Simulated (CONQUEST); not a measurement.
Crystal: InAs.

```
In As
1.0
     4.26810    0.00000    0.00000
     0.00000    4.26810    0.00000
     0.00000    0.00000    6.03600
In As
2 2
Cartesian
  0.0000 0.0000 0.0000
  2.1340 2.1340 3.0180
  0.0000 2.1340 1.5090
  2.1340 0.0000 4.5270
```

Base run:

* Program: CONQUEST 1.3
* Functional: PBE
* Potentials or basis: PseudoDojo NC PBE, DZP, grid cutoff 120 Ha
* k mesh: 6 × 6 × 5
* Occupations: fermi-dirac, width 0.05 eV
* Spin: no spin polarisation

Its results: band gap on the k mesh none (metal or under the smearing width); pressure 4.8 GPa.

Question: After a change of settings the same cell gave: band gap on the k mesh 0.18 eV; pressure 7.0 GPa. Which change was it?
A. potentials or basis from PseudoDojo NC PBE, DZP, grid cutoff 120 Ha to PseudoDojo NC PBE, SZ, grid cutoff 120 Ha
B. potentials or basis from PseudoDojo NC PBE, DZP, grid cutoff 120 Ha to PseudoDojo NC PBE, DZ, grid cutoff 120 Ha
C. potentials or basis from PseudoDojo NC PBE, DZP, grid cutoff 120 Ha to PseudoDojo NC PBE, SZP, grid cutoff 120 Ha

Answer: C.

Caveats: the box holds several primitive cells, so bands are folded and the points are those of the box's own zone; the basis of atomic orbitals isn't converged, which shifts pressures, moduli and gaps; the atomic basis is small (some runs); spin-orbit coupling is left out, which moves the levels of the heavy elements (some runs).
